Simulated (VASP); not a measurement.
CuCl (Nantokite):

```
Cu Cl
1.0
     0.00000    2.64977    2.64977
     2.64977    0.00000    2.64977
     2.64977    2.64977    0.00000
Cu Cl
1 1
Direct
  0.00000 0.00000 0.00000
  0.25000 0.25000 0.25000
```

Program: VASP 6.6.1. Alike in all runs: potentials or basis VASP PAW PBE potentials, release 64 (Cu, Cl); no spin polarisation; cell as given; cutoff (eV) 520; smearing gaussian 0.03 eV. Hardware: 1 thread of AMD EPYC 9R45 (Zen 5) (shared host).

Task: Order these runs on this cell by their wall time, lowest first.
A. task band structure; level r2SCAN; k mesh 10 × 10 × 10
B. task band structure; level PBE; k mesh 10 × 10 × 10
C. task dielectric tensor; level PBE; k mesh 14 × 14 × 14; monkhorst-Pack mesh yes

Result: B (51 s), A (220 s), C (2200 s).
